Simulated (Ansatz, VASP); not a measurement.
## Ti in VASP and in Ansatz

```
Ti
1.0
    -1.62582    1.62582    1.62582
     1.62582   -1.62582    1.62582
     1.62582    1.62582   -1.62582
Ti
1
Cartesian
  0.0000 0.0000 0.0000
```

Alike in both runs: task single point; functional PBE; k mesh 18 × 18 × 18; occupations fermi-dirac, width 0.05 eV; no spin polarisation.

|  | VASP | Ansatz |
| --- | --- | --- |
| version | VASP 6.6.1 | Ansatz 0.2.0 |
| potentials or method | VASP PAW PBE potentials, release 64 (Ti_sv), cutoff 520 eV | all-electron LAPW, scalar-relativistic |

Ansatz gave:

```
pressure (GPa) : 0.4
```

**Question.** Which values does VASP return?

**Answer.** Pressure (GPa): 0.2.

Ansatz ran all-electron here, so the differences hold the error of VASP's frozen core and of both bases.
